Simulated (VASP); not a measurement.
CaSe: electrostatic potential with PBE

The system is CaSe.

```
Ca Se
1.0
     0.00000    2.98268    2.98268
     2.98268    0.00000    2.98268
     2.98268    2.98268    0.00000
Ca Se
1 1
Cartesian
  0.0000 0.0000 0.0000
  2.9827 2.9827 2.9827
```

The cell was built by a generator and needn't be a form met in nature.

| Property | Result |
| --- | --- |
| Program | VASP 6.6.1 |
| Task | electrostatic potential |
| Functional | PBE |
| Potentials or basis | VASP PAW PBE potentials, release 64 (Ca_sv, Se) |
| Cutoff | 520 eV |
| k mesh | 8 × 8 × 8 |
| Occupations | gaussian, width 0.02 eV |
| Spin | non-collinear spin, zero start, spin-orbit coupling |
| Starting moments | [[0.0, 0.0, 0.0], [0.0, 0.0, 0.0]] μB |
| Further INCAR settings | ALGO = Normal; EDIFF = 1e-06 |

```yaml
Pressure: 0.0 GPa
Net_moment: 0.00 μB per cell
Valence_electrons_inside_the_program's_atomic_spheres: Ca 8.11; Se 3.92
```

Moments on the atoms (μB; x, y, z):
```
Ca  0.00 0.00 0.00
Se  0.00 0.00 0.00
```

It took 20 s on 4 MPI ranks on Intel(R) Xeon(R) Platinum 8559C (Emerald Rapids) (shared host), peak memory 0.32 GiB a rank.
